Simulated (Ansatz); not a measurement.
BiTe: pressure against volume

BiTe, Fm-3m, a = 6.502 Å. The structure is a COD entry; whether it is the stable form wasn't checked. Ansatz: PBE, PAW, 420 eV, Γ-centred 12×12×12 mesh on 2 atoms, Gaussian smearing 0.10 eV; no spin polarisation. Symmetry fixes shape and atoms, so the cell is only scaled; pressure is positive in compression.

```tsv
V (Å³/atom)	P (GPa)
32.304	?
33.335	1.52
34.366	-0.01
35.397	-1.30
36.428	-2.38
```

Q: Take V0 = 34.366 Å³/atom, count pressures from its P0 = -0.01 GPa, fit the third-order Birch–Murnaghan form to the other rows, and predict the missing pressure.

A: With the Eulerian strain f = ½[(V0/V)^(2/3) − 1] and y = (P − P0)/[3f(1 + 2f)^(5/2)], the form is the line y = B0 + 1.5 B0 (B0′ − 4) f. Rows (f, y): 0.01026, 47.2; -0.00976, 46.3; -0.01905, 45.7. Means f = -0.006183, y = 46.400; Σ(Δf)² = 0.0004487, ΣΔfΔy = 0.02252; the slope is their ratio. y = 46.71 + 50.18 f GPa, so B0 = 46.7 GPa and B0′ = 4 + 2 × (50.18)/(3 × 46.71) = 4.72. At V = 32.304, f = 0.02106, y = 47.77 and P = 3.34 GPa. The run gave 3.33 GPa, so the fit is 0.01 GPa too high, a small miss on the scale of the series. The form still works here, 33 % of the fitted range beyond its end.

Spin–orbit coupling is left out, which can shift energies with elements as heavy as these.